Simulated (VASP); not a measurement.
Input of a VASP 6.6.1 run:

INCAR

```
ALGO = Fast ; EDIFF = 1E-6
ENCUT = 520 ; GGA = PE
ISIF = 2 ; ISMEAR = 0
LASPH = T ; LCHARG = T
LELF = T ; LREAL = F
LVHAR = T ; LWAVE = F
NBANDS = 15 ; NELM = 100
PREC = Accurate ; SIGMA = 0.05
```

KPOINTS

```
k-points
0
Gamma
  4 4 4
```

File POSCAR:

```
KI
1.0
    4.3405193238      0.0000000000      0.0000000000
    0.0000000000      4.3405193238      0.0000000000
    0.0000000000      0.0000000000      4.3405193238
K I
1 1
Direct
    0.0000000000      0.0000000000      0.0000000000
    0.5000000000      0.5000000000      0.5000000000
```

Potentials or basis: VASP PAW PBE potentials, release 64 (K_sv, I).

Run with:

```sh
$ cat potpaw_PBE.64/K_sv/POTCAR potpaw_PBE.64/I/POTCAR > POTCAR
$ mpirun -np 1 vasp_std > vasp.out
```

Problem. What does it give for the band gap on the k mesh?

Solution. 3.24 eV, indirect (least direct gap 3.58 eV).

Problem. Predict the pressure.

Solution. 0.1 GPa.

Caveat: spin-orbit coupling is left out, which moves the levels of the heavy elements. A k mesh can miss the band edges.
